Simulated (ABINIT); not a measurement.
Runs of ABINIT 10.8.3 (patched build) on BN. The structure is cubic, space group F-43m (No. 216). The conventional cell has a = 3.626 Å, b = 3.626 Å, c = 3.626 Å, α = 90.00°, β = 90.00°, γ = 90.00°. N (site symmetry -43m) is surrounded by 4 B at 1.57 Å. B (site symmetry -43m) has 4 N at 1.57 Å as nearest neighbours. The cell is a database's computed one.

```csv
task,level,potentials or basis,dispersion computed by,gap on the mesh (eV),V0 of scaled cells (Å³/atom),B0 (GPa)
band structure,LDA-PZ,JTH PAW LDA v2.0,-,4.40,-,-
band structure,BLYP,JTH PAW PBE v2.0,-,(c),-,-
equation of state,LDA,JTH PAW LDA v2.0,-,-,(b),404
equation of state,AM05,JTH PAW PBE v2.0,-,-,5.86,386
equation of state,RPBE+D4,JTH PAW PBE v2.0,dftd4 4.3.1,-,5.81,(a)
```

Alike in all rows: no spin polarisation; cell as given; k mesh 13 × 13 × 13; cutoff (eV) 680; smearing fermi-dirac 0.05 eV.

Estimate the missing entries.

(a) 400; (b) 5.74; (c) 4.93.

Caveats: the PAW data sets were made with another functional, which shifts forces and pressure a little (some runs); pressures at fixed basis lie under the slope of the energies (some runs); an odd mesh through Γ misses points on the zone boundary, where band edges often lie (some runs); the atomic spheres overlap (some runs).
